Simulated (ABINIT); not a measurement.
Write the native input for ABINIT 10.8.3 (patched build) that does the following.

- Task: band structure
- Functional: PBE
- Potentials or basis: JTH PAW PBE v2.0
- Cutoff: 408 eV
- k mesh: 12 × 12 × 12
- Occupations: fermi-dirac, width 0.05 eV
- Spin: collinear spin, ferromagnetic start
- Starting moments: [2.0] μB
- Fine-grid cutoff: 816.342 eV
- Exchange and correlation inside the PAW spheres: full angular mesh (pawxcdev 0, this build's default; the released program takes 1)

Crystal: V.

```xyz
1
Lattice="-1.5144 1.5144 1.5144 1.5144 -1.5144 1.5144 1.5144 1.5144 -1.5144" Properties=species:S:1:pos:R:3 pbc="T T T"
V     0.0000    0.0000    0.0000
```

One way to write it, as run:

run.abi

```
# Datasets: ground state, then fixed potential
ndtset 2

# Pseudopotentials
pp_dirpath "./"
pseudos "V.GGA_PBE-JTH.xml"

# Structure
acell 3*1.0 Angstrom
rprim
    -1.5143500000     1.5143500000     1.5143500000
     1.5143500000    -1.5143500000     1.5143500000
     1.5143500000     1.5143500000    -1.5143500000
ntypat 1
znucl 23
natom 1
typat 1
xred
     0.0000000000     0.0000000000     0.0000000000

# Plane-wave basis
ecut 15.0
pawecutdg 30.0

# Exchange and correlation
ixc 11

# Bands and occupations
occopt 3
tsmear 0.05 eV

# Spin
nsppol 2
spinat
     0.0000000000     0.0000000000     2.0000000000

# SCF cycle
nstep 100

# Output
iomode 3
prtwf 0
prteig 0
prtebands 0
prtden1 1

# Dataset 1
kptopt1 1
ngkpt1 12 12 12
nshiftk1 1
shiftk1 0.0 0.0 0.0
nband1 11
tolvrs1 1.0e-9

# Dataset 2: bands along G-H-N-G-P-H
iscf2 -2
getden2 1
nband2 15
nbdbuf2 2
tolwfr2 1.0e-12
kptopt2 -5
ndivsm2 6
prteig2 1
kptbounds2
     0.0000000000     0.0000000000     0.0000000000
     0.5000000000    -0.5000000000     0.5000000000
     0.0000000000     0.0000000000     0.5000000000
     0.0000000000     0.0000000000     0.0000000000
     0.2500000000     0.2500000000     0.2500000000
     0.5000000000    -0.5000000000     0.5000000000
```

Potentials or basis: JTH PAW PBE v2.0.

Launch:

```sh
$ abinit run.abi > log 2>&1
```

Results of the run:

- Pressure: -4.9 GPa
- Band gap on the k mesh: none (metal or under the smearing width)
- Net moment: 0.00 μB per cell
- Valence electrons inside the program's atomic spheres: V 11.21 (radii [1.1698] Å)

Wall time 15 s on 1 thread of Arm Neoverse V2 (shared host), peak memory 0.11 GiB.
